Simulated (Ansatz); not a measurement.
# What a trial cell of Si relaxes into

Theory: Ansatz 0.2.0, DFT PBE, scalar-relativistic, plane waves, PAW. Cutoff 420 eV, Gaussian smearing, Γ-centred meshes. Cell and atoms relax first on a coarse mesh and then on a finer one. In between, the cell is made exact in the group found at 0.06 Å. In metals the finer mesh still leaves noise of several meV/atom or more. The steps can't lower the symmetry of their start. No spin polarisation.

The cell of Si is invented: random cell by space group and Wyckoff sites (P4mm, No. 99). Its size is a rough estimate.

```
Si
1.0
     3.91510    0.00000    0.00000
     0.00000    3.91510    0.00000
     0.00000    0.00000    3.90548
Si
3
Direct
  0.00000 0.50000 0.39895
  0.50000 0.00000 0.39895
  0.00000 0.00000 0.55834
```

Energies count from the standard state of Si at the same level.

Question: What does it relax into?

Answer: The symmetry goes from P4mm (No. 99) to P4/mmm (No. 123). The volume per atom shrinks by 17.6 %, from 20.0 to 16.4 Å³. The shortest distance goes from 2.05 Å (Si–Si) to 2.57 Å (Si–Si). The energy falls by about 1.4 eV/atom (the start's value is from the coarse mesh). The end is written in a standard setting, so origin, axes and order of atoms can differ from the start's. Conventional cell: a = 3.747 Å, c = 3.513 Å. Si on a site of symmetry mmm is surrounded by 8 Si at 2.57–2.65 Å; Si on a site of symmetry 4/mmm has 8 Si at 2.57 Å.

```cif
data_structure
_symmetry_space_group_name_H-M 'P 1'
_symmetry_Int_Tables_number 1
_cell_length_a 3.7468
_cell_length_b 3.7468
_cell_length_c 3.5132
_cell_angle_alpha 90.000
_cell_angle_beta 90.000
_cell_angle_gamma 90.000
_cell_volume 49.32
loop_
_atom_site_label
_atom_site_type_symbol
_atom_site_fract_x
_atom_site_fract_y
_atom_site_fract_z
_atom_site_occupancy
Si1 Si 0.00000 0.50000 0.00000 1
Si2 Si 0.50000 0.00000 0.00000 1
Si3 Si 0.00000 0.00000 0.50000 1
```

Question: Give its energy and gap.

Answer: The energy over the standard state is +0.46 eV/atom. The gap on the 12×12×14 mesh of the 3-atom cell is 0 eV (a metal).

It lies above the standard state, so it could only be metastable.

The last run used Gaussian smearing of 0.10 eV. Symmetry constrained the relaxation, so the result can be a saddle point. In all, the 4 runs took 2.6 min on 1 thread of Intel(R) Xeon(R) Processor @ 2.50GHz (Skylake/Cascade Lake), on a shared host.
